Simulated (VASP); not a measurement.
Here is a VASP 6.6.1 calculation.

INCAR

```
PREC     = Accurate       # precision mode
ENCUT    = 600            # plane-wave cutoff, eV
EDIFF    = 1E-7           # SCF threshold, eV
ISMEAR   = 0              # smearing method
SIGMA    = 0.02           # smearing width, eV
LREAL    = False          # projectors in reciprocal space
LASPH    = True           # aspherical terms in the spheres
NELM     = 100            # most SCF steps
ALGO     = Normal         # electronic algorithm
ISIF     = 3              # what is computed and relaxed
LWAVE    = False          # write WAVECAR
LCHARG   = False          # write CHGCAR
GGA      = PS             # functional
IBRION   = 2              # ionic algorithm
NSW      = 100            # ionic steps
EDIFFG   = -0.005         # ionic threshold
```

KPOINTS

```
Automatic mesh
0
Gamma
  12 12 4
```

POSCAR

```
BN
1.0
    2.5039917043      0.0000000000      0.0000000000
   -1.2519958522      2.1685204268      0.0000000000
    0.0000000000      0.0000000000      6.6612000000
B N
2 2
Direct
    0.3333333333      0.6666666667      0.2500000000
    0.6666666667      0.3333333333      0.7500000000
    0.3333333333      0.6666666667      0.7500000000
    0.6666666667      0.3333333333      0.2500000000
```

Potentials or basis: VASP PAW PBE potentials, release 64 (B, N).

The run is started by

```console
$ cat potpaw_PBE.64/B/POTCAR potpaw_PBE.64/N/POTCAR > POTCAR
$ mpirun -np 1 vasp_std > vasp.out
```

**Question.** What does it give for the space group after relaxing (to 0.05 Å)?

**Answer.** P6_3/mmc (No. 194).

**Question.** Estimate the relaxed cell.

**Answer.** a = 2.505 Å, b = 2.505 Å, c = 6.900 Å, α = 90.00°, β = 90.00°, γ = 120.00°.

Final structure:
```yaml
crystal:
  lattice:
    - [2.50517, 0.00000, 0.00000]
    - [-1.25259, 2.16954, 0.00000]
    - [0.00000, 0.00000, 6.90037]
  atoms:
    - { symbol: B, position: [0.33333, 0.66667, 0.25000] }
    - { symbol: B, position: [0.66667, 0.33333, 0.75000] }
    - { symbol: N, position: [0.33333, 0.66667, 0.75000] }
    - { symbol: N, position: [0.66667, 0.33333, 0.25000] }
```

 Zero-point motion and thermal expansion aren't in these numbers.
